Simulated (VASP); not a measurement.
The system is CeO.

```xyz
2
Lattice="0.0000 2.6332 2.6332 2.6332 0.0000 2.6332 2.6332 2.6332 0.0000" Properties=species:S:1:pos:R:3 pbc="T T T"
Ce    0.0000    0.0000    0.0000
O     1.3166    1.3166    1.3166
```

The cell comes from a database or a generator and needn't be the stable form of this composition.

Base run:

| Item | Value |
| --- | --- |
| Program | VASP 6.6.1 |
| Functional | PBEsol |
| Potentials or basis | VASP PAW PBE potentials, release 64 (Ce, O) |
| Cutoff | 520 eV |
| k mesh | 6 × 6 × 6 |
| Occupations | gaussian, width 0.05 eV |
| Spin | no spin polarisation |
| Hubbard terms | Ce f U = 4 eV |

Its results: band gap on the k mesh none (metal or under the smearing width); pressure 13.2 GPa.

Problem. The run is repeated on the same cell with these changes: spin from no spin polarisation to collinear spin, zero start; further incar settings from ALGO = Normal; EDIFF = 1e-06; NBANDS = 16 to ALGO = Normal; EDIFF = 1e-06; NBANDS = 20. What comes out?

Solution. Band gap on the k mesh none (metal or under the smearing width); pressure 13.4 GPa; net moment -0.41 μB per cell; site moments Ce -0.16; O -0.00 μB.

Caveats: the PAW data sets were made with another functional, which shifts forces and pressure a little; U without spin polarisation on a metal has little footing (some runs); the magnetic or orbital state may not be the lowest (some runs); spin-orbit coupling is left out, which moves the levels of the heavy elements (some runs).
